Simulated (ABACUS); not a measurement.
The system is Ag.

```
Ag
1.0
    -2.04275    0.00000    2.04275
     0.00000    2.04275    2.04275
    -2.04275    2.04275    0.00000
Ag
1
Direct
  0.00000 0.00000 0.00000
```

Program: ABACUS 3.10.1. Alike in all runs: task single point; no spin polarisation; cell as given; smearing fermi-dirac 0.05 eV.

Problem. Order these runs on this cell by their pressure, lowest first.
A. level OLYP; potentials or basis SSSP 1.3 efficiency PBE, plane waves; k mesh 9 × 9 × 9; cutoff (eV) 748; SCF threshold on the density 1e-08; eigensolver dav; mesh quality not flagged
B. level SCAN; potentials or basis SG15 ONCV 1.2 PBE, plane waves; k mesh 7 × 7 × 7; cutoff (eV) 1293; SCF threshold on the density 1e-08; eigensolver dav; mesh quality coarse
C. level r2SCAN; potentials or basis SG15 ONCV 1.2 PBE, DZP LCAO (the cutoffs set its grid); k mesh 8 × 8 × 8; cutoff (eV) 1361; orbital files Ag Ag_confined-atom_7au_3s2p2d1f.orb; SCF threshold on the density 1e-07; eigensolver genelpa; mesh quality not flagged

Solution. B (-1.3 GPa), C (1.5 GPa), A (7.2 GPa).

Caveats: some runs use coarse meshes; the potentials were made for another functional, which shifts forces and pressure; the atomic orbitals were generated for these runs and aren't a published set (some runs); the basis of atomic orbitals isn't converged, which shifts pressures, moduli and gaps (some runs).
